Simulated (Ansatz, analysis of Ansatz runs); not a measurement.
**Does Br_Cl go to the (110) surface of SrCl2?**

How does the energy of Br_Cl change with depth under the (110) face of SrCl2? Model: a cell of 48 host atoms with 1 Cl taken out and 1 Br put in, a symmetric slab with vacuum.

Method: plane-wave PAW DFT, PBEsol; a slab with vacuum, neutral defects, in Ansatz 0.2.0.

**1. Starting point**

The cell holds 48 atoms: 16 Sr, 31 Cl and 1 Br. Its edges and angles: a = 9.899 Å, b = 13.999 Å, c = 20.000 Å, α = 90.0°, β = 90.0°, γ = 90.0°. It derives from SrCl2 (space group Fm-3m), repeated 2×2×1. Vacuum lies along c. Nearest the centre at fractional (0.249, 0.381, 0.685): Br9 at 0.00 Å, Sr4 at 2.93 Å, Sr14 at 3.01 Å, Sr38 at 3.01 Å, Cl19 at 3.34 Å, Cl12 at 3.56 Å, Cl36 at 3.56 Å, Cl7 at 3.66 Å.

As a file:

```xyz
48
Lattice="0.0000 9.8988 0.0000 -13.9990 0.0000 0.0000 0.0000 0.0000 20.0000" Properties=species:S:1:pos:R:3
Sr    0.0001   -0.0042    8.5983
Sr    0.0034   -0.0047   13.3280
Sr   -3.4985    2.4727    6.6755
Sr   -3.4982    2.4708   11.4068
Cl   -1.8328   -0.0017    6.3131
Cl   -1.7907   -0.0042   11.1390
Cl   -1.6682    2.4708   13.6926
Cl   -1.7083    2.4710    8.8681
Br   -5.3282    2.4695   13.6932
Cl   -5.2910    2.4720    8.8654
Cl   -5.1707   -0.0061    6.3117
Cl   -5.2089   -0.0037   11.1353
Sr   -7.0006   -0.0047    8.5962
Sr   -6.9957   -0.0043   13.3289
Sr  -10.4989    2.4692    6.6689
Sr  -10.4976    2.4706   11.4023
Cl   -8.8315   -0.0022    6.3084
Cl   -8.7890   -0.0055   11.1377
Cl   -8.6678    2.4728   13.6873
Cl   -8.7092    2.4686    8.8638
Cl  -12.3278    2.4696   13.6888
Cl  -12.2887    2.4722    8.8616
Cl  -12.1723   -0.0050    6.3086
Cl  -12.2084   -0.0034   11.1319
Sr    0.0038    4.9445    8.5965
Sr    0.0035    4.9447   13.3296
Sr   -3.5005    7.4208    6.6769
Sr   -3.4982    7.4191   11.4073
Cl   -1.8299    4.9440    6.3122
Cl   -1.7879    4.9440   11.1375
Cl   -1.6649    7.4179   13.6920
Cl   -1.7068    7.4194    8.8673
Cl   -5.3254    7.4199   13.6934
Cl   -5.2903    7.4186    8.8704
Cl   -5.1694    4.9498    6.3098
Cl   -5.2067    4.9443   11.1366
Sr   -7.0003    4.9446    8.5967
Sr   -6.9981    4.9452   13.3264
Sr  -10.5019    7.4194    6.6688
Sr  -10.4960    7.4199   11.4040
Cl   -8.8294    4.9435    6.3102
Cl   -8.7878    4.9466   11.1323
Cl   -8.6644    7.4175   13.6908
Cl   -8.7078    7.4219    8.8594
Cl  -12.3248    7.4227   13.6899
Cl  -12.2882    7.4200    8.8633
Cl  -12.1688    4.9467    6.3058
Cl  -12.2069    4.9457   11.1362
```

The cell's shortest repeat is 9.9 Å.

**2. The clean slab**

The slab is cut stoichiometric, symmetric and without a dipole, at the in-plane lattice of the database's bulk structure, and all its atoms relax. Miller indices refer to pymatgen's conventional standard cell, whose axes can be ordered otherwise than in the space-group symbol.

slab/input.yaml

```yaml
crystal:
  lattice:
    - [0.0, 4.94939, 0.0]
    - [-6.999495, 0.0, 0.0]
    - [0.0, 0.0, 20.0]
  atoms:
    - { symbol: Sr, position: [0.0, 0.0, 0.4381326] }
    - { symbol: Sr, position: [0.0, 0.0, 0.6856021] }
    - { symbol: Sr, position: [0.5, 0.5, 0.3143979] }
    - { symbol: Sr, position: [0.5, 0.5, 0.5618674] }
    - { symbol: Cl, position: [0.0, 0.25, 0.3143979] }
    - { symbol: Cl, position: [0.0, 0.25, 0.5618674] }
    - { symbol: Cl, position: [0.5, 0.25, 0.6856021] }
    - { symbol: Cl, position: [0.5, 0.25, 0.4381326] }
    - { symbol: Cl, position: [0.5, 0.75, 0.6856021] }
    - { symbol: Cl, position: [0.5, 0.75, 0.4381326] }
    - { symbol: Cl, position: [0.0, 0.75, 0.3143979] }
    - { symbol: Cl, position: [0.0, 0.75, 0.5618674] }
basis:
  ecutwfc: 420
  xc_grid: 2
hamiltonian:
  xc: pbesol
  pseudopotentials: { kind: paw, azcp: { folder: soft_1 }, xc_functional: pbe }
kpoints:
  mp_grid: { grid: [2, 2, 1] }
scf:
  occupations: { method: fermi_dirac, width: 0.01 }
  max_iter: 80
relax:
  f_tol: 0.01
  max_steps: 100
  random_displacement: { amplitude: 0.03, seed: 6101 }
output:
  forces: true
  eigenvalues: true
```

Command:

```sh
$ ansatz run input.yaml --threads 32 --pin off --max-ram 84787MiB --backend cuda --events-out ev --progress --plain --runs-dir out --max-vram 78GiB
```

Numbers of over 12 decimals in the logs are rounded to 6 here.

Log:

```text
[...]
Engine: ansatz 0.2.0, aarch64-unknown-linux-gnu
[...]
Pseudopotential: Sr, paw, valence charge 10, recommended cutoff 420 eV (normal), soft_1/Sr.paw.azcp
Pseudopotential: Cl, paw, valence charge 7, recommended cutoff 420 eV (normal), soft_1/Cl.paw.azcp
Functional definition: PBEsol
[...]
Crystal: 12 atoms, lattice volume = 692.865 Å³
Basis set: ecut = 420 eV, 13565 PW (Γ), exchange–correlation on 72×96×270 points (8 copies of the dense FFT grid, shifted against one another)
Bands: 60, of which v1, the nominal top of the filled ones, is band 48 counted from 1 (47 counted from 0)
[...]
k-points: 4
[...]
Functional: x = pbesol(κ = 0.804, μ = 0.123457), c = pbesol(β = 0.046)
[...]
preconditioner: auto → Resta (q_TF=auto, 1.963 Å⁻¹)  ε∞=2.0  [insulator: Δε(μ)=4.535 eV  Ē_g=13.313 eV  σ=0.010 eV  W_gap=1.00  n_scr=90 (ndim 8)  ℏωp=13.2 eV  f_vac=0.497  D(μ)=0.00/eV (n_scr^D=0)  ε [...]
SCF iter   2: F=—  HF=-22484.061660 eV  |F-HF|=—  |Δ(HF+E_count)|=   2.67e-2  Δρ=1.32e-3  dr2=1.73e-2  ethr=1.52e-4  ⟨swp⟩=5.2  Hψ=479  notcnv=0  defer=21
[...]
SCF iter   5: F=-22484.076069 eV  HF=-22484.076068 eV  |F-HF|=5.42e-7  |Δ(HF+E_count)|=   6.00e-6  Δρ=2.85e-5  dr2=6.92e-6  ethr=6.42e-8  ⟨swp⟩=20.0  Hψ=1663  notcnv=0
[...]
SCF 6 converged in 2 iterations: F = -22484.201276 eV  dr2 = 1.19e-8
relax step   6: F+E_penalty+E_count = -22484.20127645 eV  Δ(F+E_penalty+E_count) = -7.818e-9 eV  max|allowed force component| = 6.782e-3 eV/Å  Δτ_max = 0.0000 Å  (2 SCF iters, accepted)
SCF converged after 2 iterations
[...]
--- Forces (eV/Å), atoms counted from 1 ---
[...]
--- Band table (eV) ---
[...]
--- Relaxed structure (6 steps of the walk, 6 accepted, 0 SCFs on fresh bases) ---
[...]
```

The job ended after 2.7 s (1 × NVIDIA GB200 with 32 threads of Arm Neoverse V2, shared host; peak memory 1.1 GiB; 11 s of CPU time).

Relaxation path:

| step | energy less that of the first step (eV) | largest force component (eV/Å) |
| --- | --- | --- |
| 1 | 0.0000 | 0.9931 |
| 2 | -0.3054 | 0.3991 |
| 3 | -0.4170 | 0.1293 |
| 4 | -0.4283 | 0.0661 |
| 5 | -0.4307 | 0.0068 |
| 6 | -0.4307 | 0.0068 |

The atoms that moved most (Å, from the sites as typed, ahead of the random displacement, the mean shift of all atoms taken out):

| atom | dx | dy | dz | length |
| --- | --- | --- | --- | --- |
| Sr2 | 0.003 | 0.002 | -0.386 | 0.386 |
| Sr3 | -0.003 | -0.002 | 0.386 | 0.386 |
| Sr1 | -0.002 | -0.001 | -0.166 | 0.166 |
| Sr4 | 0.002 | 0.001 | 0.166 | 0.166 |
| Cl10 | -0.044 | -0.001 | 0.102 | 0.111 |
| Cl12 | 0.044 | 0.001 | -0.102 | 0.111 |
| Cl6 | -0.038 | 0.001 | -0.102 | 0.109 |
| Cl8 | 0.038 | -0.001 | 0.102 | 0.109 |

Final coordinates:

```
Sr Cl
1.0
     0.00000    4.94939    0.00000
    -6.99949    0.00000    0.00000
     0.00000    0.00000   20.00000
Sr Cl
4 8
Direct
  0.99894 0.00013 0.42986
  0.99955 0.99943 0.66634
  0.49881 0.50028 0.33370
  0.49938 0.49961 0.57018
  0.99888 0.26179 0.31558
  0.99930 0.25524 0.55677
  0.49945 0.23790 0.68447
  0.49903 0.24445 0.44326
  0.49952 0.76102 0.68453
  0.49904 0.75618 0.44327
  0.99881 0.73864 0.31557
  0.99930 0.74351 0.55678
```

With the common shift taken out, atoms move by up to 0.39 Å from the bulk-cut sites, and by up to 0.39 Å along the normal.

On a dense mesh the slab's energy differs by 3 meV an atom, so the sampling is kept; the layers are compared at one sampling, where most of this error should cancel, which was not tested.

**3. Does the supercell reconstruct?**

The clean supercell is relaxed from displaced atoms, since a reconstruction that only the larger cell allows would otherwise be counted to the defect.

pristine.relax/input.yaml

```yaml
crystal:
  lattice:
    - [0.0, 9.89878, 0.0]
    - [-13.99899, 0.0, 0.0]
    - [0.0, 0.0, 20.0]
  atoms:
    - { symbol: Sr, position: [-0.0005303, 6.412e-05, 0.42985753] }
    - { symbol: Sr, position: [-0.00022403, -0.00028386, 0.66633721] }
    - { symbol: Sr, position: [0.24940731, 0.25013953, 0.33370188] }
    - { symbol: Sr, position: [0.24969233, 0.24980266, 0.57018091] }
[... 38 atom lines left out ...]
    - { symbol: Cl, position: [0.74972727, 0.61895216, 0.68446568] }
    - { symbol: Cl, position: [0.7495168, 0.62222636, 0.44326093] }
    - { symbol: Cl, position: [0.74976125, 0.88051019, 0.68452589] }
    - { symbol: Cl, position: [0.74952108, 0.87808994, 0.44326971] }
    - { symbol: Cl, position: [0.4994074, 0.86931961, 0.31556984] }
    - { symbol: Cl, position: [0.49964759, 0.87175669, 0.55678259] }
basis:
  ecutwfc: 420
  xc_grid: 2
hamiltonian:
  xc: pbesol
  pseudopotentials: { kind: paw, azcp: { folder: soft_1 }, xc_functional: pbe }
kpoints:
  mp_grid: { grid: [1, 1, 1] }
scf:
  occupations: { method: fermi_dirac, width: 0.01 }
  max_iter: 80
output:
  forces: true
relax:
  f_tol: 0.015
  max_steps: 80
  random_displacement: { amplitude: 0.05, seed: 6110 }
```

Log:

```text
[...]
Crystal: 48 atoms, lattice volume = 2771.458 Å³
Basis set: ecut = 420 eV, 54241 PW (Γ), exchange–correlation on 144×192×270 points (8 copies of the dense FFT grid, shifted against one another)
Bands: 240, of which v1, the nominal top of the filled ones, is band 192 counted from 1 (191 counted from 0)
[...]
k-points: 1
[...]
relax step   1: F+E_penalty+E_count = -89936.62861255 eV  Δ(F+E_penalty+E_count) = +0.000e0 eV  max|allowed force component| = 3.967e-1 eV/Å  Δτ_max = 0.0000 Å  (8 SCF iters, dr2 threshold 5.63e-6 eV, [...]
[...]
SCF iter   2: F=—  HF=-89936.778776 eV  |F-HF|=—  |Δ(HF+E_count)|=   4.52e-2  Δρ=6.76e-4  dr2=1.81e-2  ethr=4.21e-5  ⟨swp⟩=5.0  Hψ=317  notcnv=0  defer=41
[...]
SCF iter   5: F=-89936.780049 eV  HF=-89936.780046 eV  |F-HF|=2.79e-6  |Δ(HF+E_count)|=   2.19e-5  Δρ=1.60e-5  dr2=7.08e-6  ethr=2.56e-9  ⟨swp⟩=4.0  Hψ=1109  notcnv=0
[...]
SCF 4 converged in 3 iterations: F = -89936.804962 eV  dr2 = 2.32e-8
relax step   4: F+E_penalty+E_count = -89936.80496248 eV  Δ(F+E_penalty+E_count) = -3.444e-7 eV  max|allowed force component| = 6.644e-3 eV/Å  Δτ_max = 0.0000 Å  (3 SCF iters, accepted)
SCF converged after 3 iterations
[...]
--- Relaxed structure (4 steps of the walk, 4 accepted, 0 SCFs on fresh bases) ---
[...]
```

Run time: 2.3 s. Hardware: 1 × NVIDIA GB200 with 32 threads; peak memory 1.2 GiB; 9.4 s of CPU time.

Atoms end at most 0.01 Å from the small cell's positions, so the small cell's structure is at least a local minimum.

(Continued in part 2 of 2.)

[Logs are printed without paths, hosts, clocks, repeated set-up lines and the standing remarks that a program may print on its own settings, such as how far it seeks lower states.]

[Hosts, paths, dates, database ids (printed as entryN), source tags and the programs' standing remarks are cut or masked in the printed files.]

[Maps of the electrostatic potential energy from Ansatz leave out the sawtooth potential of an applied field or a dipole correction, so their vacuum need not be flat.]
